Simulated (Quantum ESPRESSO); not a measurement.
# Rb (Im-3m) in Quantum ESPRESSO: equation of state

Aim: energy against volume of Rb in PBE, for its equilibrium volume and stiffness.

Everything below comes from runs of Quantum ESPRESSO 7.5. Logs are shortened: lines on timing, memory, paths and dates and some standing lists are left out, and cuts for length are marked.

**1. Starting point**

The structure is cubic, space group Im-3m (No. 229). Conventional cell: a = 5.605 Å, b = 5.605 Å, c = 5.605 Å, α = 90.00°, β = 90.00°, γ = 90.00°.

**2. Single point, PBE, 82.76 Å³/atom**

pw.in

```
&CONTROL
  calculation = 'scf'
  prefix = 'pwscf'
  outdir = './tmp'
  pseudo_dir = './pseudo'
  tprnfor = .true.
  tstress = .true.
  disk_io = 'nowf'
/
&SYSTEM
  ibrav = 0
  nat = 1
  ntyp = 1
  ecutwfc = 60
  nbnd = 10
  occupations = 'smearing'
  smearing = 'fd'
  degauss = 0.00367493
/
&ELECTRONS
  conv_thr = 2d-10
  electron_maxstep = 120
  mixing_beta = 0.5
/
ATOMIC_SPECIES
Rb    85.4678 Rb_ONCV_PBE-1.0.oncvpsp.upf
CELL_PARAMETERS angstrom
  -2.7452900697    2.7452900697    2.7452900697
   2.7452900697   -2.7452900697    2.7452900697
   2.7452900697    2.7452900697   -2.7452900697
ATOMIC_POSITIONS crystal
Rb     0.0000000000    0.0000000000    0.0000000000
K_POINTS automatic
7 7 7 0 0 0
```

Potentials or basis: SSSP 1.3 efficiency PBE.

Run with:

```console
OMP_NUM_THREADS=1 pw.x -in pw.in > pw.out
```

pw.out:

```text
This program is part of the open-source Quantum ESPRESSO suite
     for quantum simulation of materials; please cite
[... 6 lines left out ...]
     using ibrav=0 with symmetry is DISCOURAGED, use correct ibrav instead

     Subspace diagonalization in iterative solution of the eigenvalue problem:
     a serial algorithm will be used

     G-vector sticks info
     --------------------
     sticks:   dense  smooth     PW     G-vecs:    dense   smooth      PW
     Sum        1461    1461    411                35241    35241    5425

     Using Slab Decomposition

     bravais-lattice index     =            0
     lattice parameter (alat)  =       8.9856  a.u.
     unit-cell volume          =     558.4976 (a.u.)^3
     number of atoms/cell      =            1
     number of atomic types    =            1
     number of electrons       =         9.00
     number of Kohn-Sham states=           10
     kinetic-energy cutoff     =      60.0000  Ry
     charge density cutoff     =     240.0000  Ry
     scf convergence threshold =      2.0E-10
     mixing beta               =       0.5000
     number of iterations used =            8  plain     mixing
     Exchange-correlation= PBE
                           (   1   4   3   4   0   0   0)

     celldm(1)=   8.985613  celldm(2)=   0.000000  celldm(3)=   0.000000
     celldm(4)=   0.000000  celldm(5)=   0.000000  celldm(6)=   0.000000

     crystal axes: (cart. coord. in units of alat)
               a(1) = (  -0.577350   0.577350   0.577350 )
               a(2) = (   0.577350  -0.577350   0.577350 )
               a(3) = (   0.577350   0.577350  -0.577350 )

     reciprocal axes: (cart. coord. in units 2 pi/alat)
               b(1) = (  0.000000  0.866025  0.866025 )
               b(2) = (  0.866025  0.000000  0.866025 )
               b(3) = (  0.866025  0.866025  0.000000 )

     PseudoPot. # 1 for Rb read from file:
     Rb_ONCV_PBE-1.0.oncvpsp.upf
     Pseudo is Norm-conserving, Zval =  9.0
     Generated using ONCVPSP code by D. R. Hamann
     Using radial grid of 2308 points,  6 beta functions with:
                l(1) =   0
                l(2) =   0
                l(3) =   1
                l(4) =   1
                l(5) =   2
                l(6) =   2

     atomic species   valence    mass     pseudopotential
     Rb                9.00    85.46780     Rb( 1.00)

     48 Sym. Ops., with inversion, found

   Cartesian axes

     site n.     atom                  positions (alat units)
         1        Rb     tau(   1) = (   0.0000000   0.0000000   0.0000000  )

     number of k points=    20  Fermi-Dirac smearing, width (Ry)=  0.0037
                       cart. coord. in units 2pi/alat
        k(    1) = (   0.0000000   0.0000000   0.0000000), wk =   0.0058309
        k(    2) = (   0.1237179   0.1237179   0.0000000), wk =   0.0699708
        k(    3) = (   0.2474358   0.2474358   0.0000000), wk =   0.0699708
        k(    4) = (   0.3711537   0.3711537   0.0000000), wk =   0.0699708
        k(    5) = (   0.2474358   0.1237179   0.1237179), wk =   0.1399417
        k(    6) = (   0.3711537   0.2474358   0.1237179), wk =   0.2798834
        k(    7) = (   0.4948717   0.3711537   0.1237179), wk =   0.1399417
        k(    8) = (   0.4948717   0.2474358   0.2474358), wk =   0.1399417
        k(    9) = (   0.2474358   0.2474358   0.2474358), wk =   0.0466472
        k(   10) = (   0.3711537   0.3711537   0.2474358), wk =   0.1399417
        k(   11) = (  -0.0000000  -0.0000000   0.2474358), wk =   0.0349854
        k(   12) = (   0.4948717   0.3711537   0.3711537), wk =   0.0466472
        k(   13) = (   0.0000000  -0.1237179   0.3711537), wk =   0.1399417
        k(   14) = (  -0.0000000  -0.2474358   0.4948717), wk =   0.1399417
        k(   15) = (   0.1237179  -0.1237179   0.4948717), wk =   0.1399417
        k(   16) = (  -0.7423075  -0.2474358  -0.2474358), wk =   0.1399417
        k(   17) = (   0.0000000   0.0000000   0.4948717), wk =   0.0349854
        k(   18) = (  -0.0000000  -0.1237179   0.6185896), wk =   0.1399417
        k(   19) = (  -0.7423075  -0.1237179  -0.1237179), wk =   0.0466472
        k(   20) = (  -0.0000000  -0.0000000   0.7423075), wk =   0.0349854

     Dense  grid:    35241 G-vectors     FFT dimensions: (  45,  45,  45)

     Initial potential from superposition of free atoms

     starting charge       8.9752, renormalised to       9.0000
     Starting wfcs are    5 randomized atomic wfcs +    5 random wfcs

     Self-consistent Calculation

     iteration #  1     ecut=    60.00 Ry     beta= 0.50
     Davidson diagonalization with overlap
     ethr =  1.00E-02,  avg # of iterations =  7.8

     Threshold (ethr) on eigenvalues was too large:
     Diagonalizing with lowered threshold

     Davidson diagonalization with overlap
     ethr =  1.57E-05,  avg # of iterations =  6.7

     total energy              =     -48.92440180 Ry
     estimated scf accuracy    <       0.00145962 Ry

     iteration #  2     ecut=    60.00 Ry     beta= 0.50
     Davidson diagonalization with overlap
     ethr =  1.62E-05,  avg # of iterations =  1.9

     total energy              =     -48.92458441 Ry
     estimated scf accuracy    <       0.00016736 Ry

     iteration #  3     ecut=    60.00 Ry     beta= 0.50
     Davidson diagonalization with overlap
     ethr =  1.86E-06,  avg # of iterations =  2.9

     total energy              =     -48.92460497 Ry
     estimated scf accuracy    <       0.00002247 Ry

     iteration #  4     ecut=    60.00 Ry     beta= 0.50
     Davidson diagonalization with overlap
     ethr =  2.50E-07,  avg # of iterations =  1.6

     total energy              =     -48.92460640 Ry
     estimated scf accuracy    <       0.00000011 Ry

     iteration #  5     ecut=    60.00 Ry     beta= 0.50
     Davidson diagonalization with overlap
     ethr =  1.27E-09,  avg # of iterations =  2.8

     total energy              =     -48.92460646 Ry
     estimated scf accuracy    <          1.5E-09 Ry

     iteration #  6     ecut=    60.00 Ry     beta= 0.50
     Davidson diagonalization with overlap
     ethr =  1.72E-11,  avg # of iterations =  2.0

     End of self-consistent calculation

          k = 0.0000 0.0000 0.0000 (  4321 PWs)   bands (ev):

   -26.5244 -10.5557 -10.5557 -10.5557   0.2367   6.1031   6.1031   6.1031
     7.1024   7.1024

          k = 0.1237 0.1237 0.0000 (  4358 PWs)   bands (ev):

   -26.5232 -10.5813 -10.5639 -10.5558   0.4971   5.6593   5.7845   6.3510
     6.8201   7.0275

          k = 0.2474 0.2474 0.0000 (  4382 PWs)   bands (ev):

   -26.5204 -10.6377 -10.5824 -10.5559   1.2211   4.5720   5.2793   6.9657
     7.0577   7.0713

          k = 0.3712 0.3712 0.0000 (  4374 PWs)   bands (ev):

   -26.5181 -10.6817 -10.5970 -10.5560   2.2174   3.5199   4.9762   6.8587
     7.4284   8.1901

          k = 0.2474 0.1237 0.1237 (  4376 PWs)   bands (ev):

   -26.5211 -10.6198 -10.5738 -10.5617   0.9915   4.9995   5.2678   6.6610
     6.7761   7.3834

          k = 0.3712 0.2474 0.1237 (  4386 PWs)   bands (ev):

   -26.5186 -10.6619 -10.5961 -10.5640   1.8766   4.0706   4.8285   6.7218
     7.2593   7.6870

          k = 0.4949 0.3712 0.1237 (  4385 PWs)   bands (ev):

   -26.5175 -10.6794 -10.6074 -10.5645   2.7586   3.2346   4.6747   6.5171
     7.6856   7.8090

          k = 0.4949 0.2474 0.2474 (  4377 PWs)   bands (ev):

   -26.5172 -10.6616 -10.6261 -10.5712   2.8402   3.7079   4.0613   6.6452
     7.0901   7.6577

          k = 0.2474 0.2474 0.2474 (  4387 PWs)   bands (ev):

   -26.5193 -10.6531 -10.5770 -10.5770   1.6780   4.5121   4.5121   6.9251
     7.4012   7.4012

          k = 0.3712 0.3712 0.2474 (  4380 PWs)   bands (ev):

   -26.5178 -10.6628 -10.6061 -10.5796   2.6655   3.7014   4.2801   6.2464
     7.6297   7.7755

          k =-0.0000-0.0000 0.2474 (  4369 PWs)   bands (ev):

   -26.5220 -10.5874 -10.5724 -10.5724   0.7499   5.7132   5.7132   5.7862
     6.4222   7.5634

          k = 0.4949 0.3712 0.3712 (  4387 PWs)   bands (ev):

   -26.5174 -10.6341 -10.6341 -10.5922   3.5455   3.5455   3.7084   5.6159
     7.7917   7.7917

          k = 0.0000-0.1237 0.3712 (  4373 PWs)   bands (ev):

   -26.5193 -10.6346 -10.5914 -10.5753   1.4541   4.6151   5.3749   5.8996
     7.0505   7.5456

          k =-0.0000-0.2474 0.4949 (  4390 PWs)   bands (ev):

   -26.5171 -10.6749 -10.6065 -10.5742   2.4394   3.5961   5.1248   5.8122
     7.3298   8.1349

          k = 0.1237-0.1237 0.4949 (  4389 PWs)   bands (ev):

   -26.5170 -10.6579 -10.6161 -10.5838   2.2841   4.0531   4.8240   6.0758
     6.7990   7.7455

          k =-0.7423-0.2474-0.2474 (  4392 PWs)   bands (ev):

   -26.5159 -10.6670 -10.6316 -10.5841   3.2326   3.3255   4.4146   6.1508
     6.9870   7.7370

          k = 0.0000 0.0000 0.4949 (  4389 PWs)   bands (ev):

   -26.5169 -10.6344 -10.6116 -10.6116   2.0902   4.3669   5.4874   5.4874
     6.4973   7.3071

          k =-0.0000-0.1237 0.6186 (  4391 PWs)   bands (ev):

   -26.5149 -10.6598 -10.6276 -10.6143   2.9492   3.7441   5.1617   5.4723
     6.4258   8.1151

          k =-0.7423-0.1237-0.1237 (  4376 PWs)   bands (ev):

   -26.5140 -10.6514 -10.6514 -10.6182   3.5008   3.5008   4.6742   6.1412
     6.1412   7.9238

          k =-0.0000-0.0000 0.7423 (  4412 PWs)   bands (ev):

   -26.5131 -10.6489 -10.6445 -10.6445   3.3880   3.6193   5.6307   5.7534
     5.7534   8.2326

     the Fermi energy is     2.3306 ev

!    total energy              =     -48.92460646 Ry
     estimated scf accuracy    <          1.4E-10 Ry
     smearing contrib. (-TS)   =      -0.00056934 Ry
     internal energy E=F+TS    =     -48.92403712 Ry

     The total energy is F=E-TS. E is the sum of the following terms:
     one-electron contribution =     -27.37738487 Ry
     hartree contribution      =      14.24963600 Ry
     xc contribution           =      -7.38585656 Ry
     ewald contribution        =     -28.41043169 Ry

     convergence has been achieved in   6 iterations

     Forces acting on atoms (cartesian axes, Ry/au):

     atom    1 type  1   force =     0.00000000    0.00000000    0.00000000

     Total force =     0.000000     Total SCF correction =     0.000000

     Computing stress (Cartesian axis) and pressure

          total   stress  (Ry/bohr**3)                   (kbar)     P=        3.10
   0.00002110   0.00000000   0.00000000            3.10        0.00        0.00
   0.00000000   0.00002110   0.00000000            0.00        3.10        0.00
   0.00000000   0.00000000   0.00002110            0.00        0.00        3.10

=------------------------------------------------------------------------------=
   JOB DONE.
=------------------------------------------------------------------------------=
```

Wall time 11 s (1 thread of AMD EPYC 7R43 (Zen 3), shared host); peak memory 0.09 GiB.

Results:

| Item | Value |
| --- | --- |
| Free energy | -665.6532 eV |
| Pressure | 0.3 GPa |
| Band gap on the k mesh | none (metal or under the smearing width) |

**3. Single point, PBE, 84.52 Å³/atom**

pw.in: that of step 2 with these lines changed.

```diff
@@ -27,5 +27,5 @@
 CELL_PARAMETERS angstrom
-  -2.7452900697    2.7452900697    2.7452900697
-   2.7452900697   -2.7452900697    2.7452900697
-   2.7452900697    2.7452900697   -2.7452900697
+  -2.7646237353    2.7646237353    2.7646237353
+   2.7646237353   -2.7646237353    2.7646237353
+   2.7646237353    2.7646237353   -2.7646237353
 ATOMIC_POSITIONS crystal
```

Potentials or basis: SSSP 1.3 efficiency PBE.

Run with:

```console
OMP_NUM_THREADS=1 pw.x -in pw.in > pw.out
```

Run time: 13 s. Hardware: 1 thread of AMD EPYC 7R43 (Zen 3), shared host; peak memory 0.09 GiB.

It converged, with:

* Free energy: -665.6561 eV
* Pressure: 0.2 GPa
* Band gap on the k mesh: none (metal or under the smearing width)

[end of part 1 of 2]
